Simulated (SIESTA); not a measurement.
**Pb in SIESTA: convergence with Tolerance**

Crystal: Pb.

```
Pb
1.0
     3.48000    0.00000    0.00000
    -1.74000    3.01377    0.00000
     0.00000    0.00000    5.59000
Pb
2
Direct
  0.67832 0.35185 0.74640
  0.34252 0.68720 0.25624
```

This isn't the form of Pb at room conditions, which is fcc.

The cell isn't the ideal one: atoms moved at random, drawn with an rms of 0.05 Å.

| Quantity | Value |
| --- | --- |
| Program | SIESTA 5.4.2 |
| Task | single point |
| Functional | RPBE |
| Potentials or basis | PseudoDojo 0.4 standard (PBE files) |
| Basis | DZP (energy shift 0.002 Ry) |
| Grid cutoff | 500 Ry |
| Energy shift | 0.002 Ry |
| k mesh | 7 × 7 × 4 |
| Occupations | fermi-dirac, width 0.05 eV |
| Spin | no spin polarisation |

These are the settings of the first run; the series varies Tolerance, with any setting tied to it.

Hardware: 1 thread of Arm Neoverse N1, with other jobs on the host.

Question: The values tried are 0.1, 0.01, 0.001, 0.0001, 1e-05, 1e-06, loosest first. From which on does the energy stay within 1 meV/atom of the tightest run that finished?

Answer: From 0.01 on.

| Tolerance | energy less the tightest run, at zero smearing (meV/atom) | pressure (GPa) | SCF cycles | CPU time (s) | peak memory (GiB) |
| --- | --- | --- | --- | --- | --- |
| 0.1 | 11.51 | 6.38 | 2 | 74 | 0.33 |
| 0.01 | 0.01 | 6.08 | 4 | 92 | 0.33 |
| 0.001 | 0.00 | 6.08 | 7 | 120 | 0.33 |
| 0.0001 | 0.00 | 6.08 | 8 | 130 | 0.34 |
| 1e-05 | 0.00 | 6.08 | 9 | 140 | 0.34 |
| 1e-06 | 0.00 | 6.08 | 11 | 160 | 0.34 |

Against the tightest run, the pressure stays within 0.1 GPa from 0.01 on. The tightest run that finished is the yardstick and may itself not be fully converged.

Caveat, for the tightest run too: semicore shells carry a single zeta, which can move pressures by several GPa and volumes by a few percent; the potentials were made for another functional, which shifts forces and pressure; the basis of atomic orbitals isn't converged, which shifts pressures, moduli and gaps. Spin-orbit coupling is left out, which matters for the levels of Pb.
